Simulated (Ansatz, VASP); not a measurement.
## One calculation of KZnF3, two programs

```xyz
5
Lattice="4.0462 0.0000 0.0000 0.0000 4.0462 0.0000 0.0000 0.0000 4.0462" Properties=species:S:1:pos:R:3 pbc="T T T"
K     0.0000    0.0000    0.0000
Zn    2.0231    2.0231    2.0231
F     2.0231    2.0231    0.0000
F     2.0231    0.0000    2.0231
F     0.0000    2.0231    2.0231
```

The cell was built by a generator and needn't be a form met in nature.

Alike in both runs: task single point; functional PBE; k mesh 6 × 6 × 6; occupations fermi-dirac, width 0.02 eV; no spin polarisation.

```csv
,VASP,Ansatz
version,VASP 6.6.1,Ansatz 0.2.0
potentials or method,"VASP PAW PBE potentials, release 64 (K_sv, Zn, F)","plane waves, PAW"
plane-wave cutoff (eV),520,420
valence electrons in the cell,42,42
```

|  | VASP | Ansatz | Ansatz less VASP |
| --- | --- | --- | --- |
| gap on the k mesh at the Fermi level (eV) | 3.80 | 3.87 | +0.070 |
| pressure (GPa) | 5.2 | 4.8 | -0.37 |

A k mesh can miss the band edges.
